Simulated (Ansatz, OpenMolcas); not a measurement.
# Errors in the atomisation enthalpy at 298 K

10 molecules with oxygen; the atomisation enthalpy at 298 K in kJ/mol, computed less measured. Shapes, held fixed at every level: PBE0-D4/def2-TZVP. Flexible molecules stand in one conformer, not always the lowest. Thermal terms are harmonic and unscaled (B3LYP/6-31G*, PBE0-D4/def2-TZVP); the spin-orbit lowering of the free atoms is taken from their spectra. Programs: Ansatz 0.2.0, OpenMolcas 26.06. Measured values: Active Thermochemical Tables, CRC Handbook of Chemistry and Physics, NIST-JANAF tables.

Levels: A = r2SCAN-D4/def2-TZVPP; B = B3LYP/6-31G* (Cartesian functions); C = wB97X-V/def2-TZVPP.

```json
{"molecule": "C2HO (ethynyloxy radical)", "from tabulated heats": "1723", "A": "+45", "B": "-3", "C": "+1"}
{"molecule": "HOCN (cyanic acid)", "from tabulated heats": "1671", "A": "-8", "B": "-39", "C": "-2"}
{"molecule": "B(OH)F2", "from tabulated heats": "2280", "A": "+20", "B": "-14", "C": "-5"}
{"molecule": "CH3O (hydroxymethyl radical)", "from tabulated heats": "1636", "A": "+15", "B": "-25", "C": "0"}
{"molecule": "C2H3O (SMILES C[C]=O)", "from tabulated heats": "2347", "A": "+22", "B": "-7", "C": "+4"}
{"molecule": "CH3NO (formamide)", "from tabulated heats": "2286", "A": "0", "B": "-29", "C": "+5"}
{"molecule": "C2H3ClO (acetyl chloride)", "from tabulated heats": "2700", "A": "+24", "B": "-30", "C": "0"}
{"molecule": "CH4N2O (urea)", "from tabulated heats": "3029", "A": "-8", "B": "-57", "C": "+11"}
{"molecule": "C3H6O (acetone)", "from tabulated heats": "3924", "A": "+10", "B": "-18", "C": "0"}
{"molecule": "C4H8O (butyraldehyde)", "from tabulated heats": "5066", "A": "+9", "B": "-25", "C": "+1"}
```

Task: Which level does best on this set, which worst, and which err to one side?

Result: 
```json
{"level": "r2SCAN-D4/def2-TZVPP", "kind": "meta-GGA", "mean error": "+12.9", "mean absolute error": "16.1", "worst case": "C2HO"}
{"level": "B3LYP/6-31G* (Cartesian functions)", "kind": "global hybrid", "mean error": "-24.7", "mean absolute error": "24.7", "worst case": "CH4N2O"}
{"level": "wB97X-V/def2-TZVPP", "kind": "range-separated hybrid", "mean error": "+1.5", "mean absolute error": "2.9", "worst case": "CH4N2O"}
```

On this set wB97X-V/def2-TZVPP has the smallest mean absolute error and B3LYP/6-31G* (Cartesian functions) the largest. r2SCAN-D4/def2-TZVPP is too high in 7 of 10; B3LYP/6-31G* (Cartesian functions) is too low in 10 of 10. Heats of the atoms come from ATcT where it has them, that of boron, 570 kJ/mol, from recent work. The levels differ in basis as well as in method. The tabulated values of B(OH)F2, CH4N2O are in doubt (older tables, estimates, or at odds with other calculations) and kept here. Over the 8 molecules whose values aren't doubted the mean absolute errors are A 16.6; B 22.0; C 1.6. Open shells run unrestricted. The set is small.

Atomisation is a severe test because every bond is broken and little error cancels between molecule and free atoms. The uniform underbinding of B3LYP/6-31G* probably owes much to the small basis, which describes atoms better than the polarised density in bonds. It isn't a simple function of size: butyraldehyde and the hydroxymethyl radical both miss by -25.

The r2SCAN errors follow composition more closely. All seven nitrogen-free molecules are overbound, while formamide is exact and cyanic acid slightly underbound, so the modest mean error partly reflects the mix of molecules. The outlier, C2HO at +45, has its unpaired electron shared between carbon and oxygen through the π system, and a semilocal functional may overstabilise such delocalisation. Neither radical character nor multiple bonding suffices as an explanation, since the other two radicals err no more than acetyl chloride, and cyanic acid has a triple bond.

For wB97X-V, the largest error on a secure reference is only +5, for formamide. Its lead therefore doesn't hinge on urea, but accuracy for reaction barriers doesn't follow from it.
